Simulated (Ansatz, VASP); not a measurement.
# One calculation of SiC, two programs

```
Si C
1.0
     0.00000    2.01716    2.01716
     2.01716    0.00000    2.01716
     2.01716    2.01716    0.00000
Si C
1 1
Direct
  0.00000 0.00000 0.00000
  0.50000 0.50000 0.50000
```

Alike in both runs: functional PBEsol; k mesh 18 × 18 × 18; occupations gaussian, width 0.1 eV; no spin polarisation.

Ansatz relaxed the structure, and its values are those at the end. VASP's run is a single point on that final structure, the one shown.

|  | VASP | Ansatz |
| --- | --- | --- |
| version | VASP 6.6.1 | Ansatz 0.2.0 |
| potentials or method | VASP PAW PBE potentials, release 64 (Si, C) | scalar-relativistic, plane waves, PAW |
| plane-wave cutoff (eV) | 520 | 420 |
| valence electrons in the cell | 8 | 8 |

Ansatz gave:

| Quantity | Value |
| --- | --- |
| gap on the k mesh at the Fermi level (eV) | none |
| pressure (GPa) | 0.0 |

Q: What did VASP give for the same quantities?

A: gap on the k mesh at the Fermi level (eV): none; pressure (GPa): 0.6.

A gap of «none» marks a metal or a gap that the smearing closes.

Caveats: the PAW data sets were made with another functional, which shifts forces and pressure a little (VASP).
